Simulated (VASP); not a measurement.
WC (Qusongite) under changes of volume

One of the cells (10.584 Å³/atom); the others are scaled copies at fixed shape and fractional positions:

```
CELL_PARAMETERS angstrom
2.92575 0.00000 0.00000
-1.46287 2.53377 0.00000
0.00000 0.00000 2.85539
ATOMIC_POSITIONS crystal
W 0.00000 0.00000 0.00000
C 0.66667 0.33333 0.50000
```

```yaml
Program: VASP 6.6.1
Functional: PBE
Potentials_or_basis: VASP PAW PBE potentials, release 64 (W_sv, C)
Cutoff: 520 eV
k_mesh: 10 × 10 × 9
Occupations: fermi-dirac, width 0.05 eV
Spin: no spin polarisation
```

| volume (Å³/atom) | energy over the lowest point (meV/atom) | pressure (GPa) |
| --- | --- | --- |
| 9.754 | ? | ? |
| 9.961 | 44.49 | 25.3 |
| 10.169 | 18.04 | 15.5 |
| 10.584 | 0.00 | -1.2 |
| 10.791 | 6.12 | -8.3 |
| 10.999 | 21.03 | -14.7 |

Question: What does the run at 9.754 Å³/atom give?

Answer: Energy over the lowest point 84.28 meV/atom; pressure 36.1 GPa.

Worked out: A Birch-Murnaghan fit of order 3 (a polynomial in V^(-2/3)) to the other rows has its minimum at 10.55 Å³/atom with B0 = V·E''(V) = 388 GPa and B' = 4.2 at fixed shape and positions, which overstates the stiffness. It gives 84.08 meV/atom at 9.754 Å³/atom, against the run's 84.28, and -dE/dV = 36.1 GPa, against 36.1.

Energies are extrapolated to zero smearing.
